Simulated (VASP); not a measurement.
Here is a VASP 6.6.1 calculation.

INCAR

```
SYSTEM = MnO
  PREC = Accurate
  ENCUT = 520
  EDIFF = 1E-7
  ISMEAR = -1
  SIGMA = 0.05
  LREAL = .False.
  LASPH = .True.
  NELM = 150
  ALGO = Normal
  ISIF = 2
  LWAVE = .False.
  LCHARG = .False.
  ISPIN = 2
  MAGMOM = 4 0
  LORBIT = 11
  LMAXMIX = 4
  GGA = PS
  NBANDS = 20
```

The input KPOINTS:

```
regular mesh
0
Gamma
  7 7 7
  0 0 0
```

POSCAR

```
MnO
1.0
    2.9712935166     -1.7169813801      0.0000000000
    2.9712935166      1.7169813801      0.0000000000
   -1.9846287531      0.0000000000      2.8103092467
Mn O
1 1
Direct
    0.5001990000      0.5001990000      0.5006650000
    0.7498025000      0.7498025000      0.2493360000
```

File KPOINTS_OPT:

```
path XGY,LGZ,NGM,RG
10
line-mode
reciprocal
 0.0000000000  0.0000000000 -0.5000000000  X
 0.0000000000  0.0000000000  0.0000000000  G

 0.0000000000  0.0000000000  0.0000000000  G
 0.5000000000  0.0000000000  0.0000000000  Y

 0.5000000000  0.0000000000 -0.5000000000  L
 0.0000000000  0.0000000000  0.0000000000  G

 0.0000000000  0.0000000000  0.0000000000  G
-0.5000000000 -0.5000000000  0.5000000000  Z

-0.5000000000 -0.5000000000  0.0000000000  N
 0.0000000000  0.0000000000  0.0000000000  G

 0.0000000000  0.0000000000  0.0000000000  G
 0.0000000000 -0.5000000000  0.5000000000  M

 0.0000000000 -0.5000000000  0.0000000000  R
 0.0000000000  0.0000000000  0.0000000000  G
```

Potentials or basis: VASP PAW PBE potentials, release 64 (Mn_pv, O).

Run with:

```console
$ cat potpaw_PBE.64/Mn_pv/POTCAR potpaw_PBE.64/O/POTCAR > POTCAR
$ mpirun -np 1 vasp_std > vasp.out
```

Question: Estimate the site moments.

Answer: Mn +4.43; O +0.18 μB.

Question: Predict the net moment.

Answer: 5.00 μB per cell.

Question: Estimate the band gap along the path.

Answer: None (metal or under the smearing width).

Stress tensor (GPa, compression positive):
```
-8.03  0.00  0.02
 0.00 -8.04  0.00
 0.02  0.00 -8.23
```

Caveat: the PAW data sets were made with another functional, which shifts forces and pressure a little; a cell with one magnetic atom can't hold antiferromagnetic order, which such compounds often take; semilocal functionals often make such compounds metallic where correlation or magnetic order opens a gap, which also shifts bond lengths.
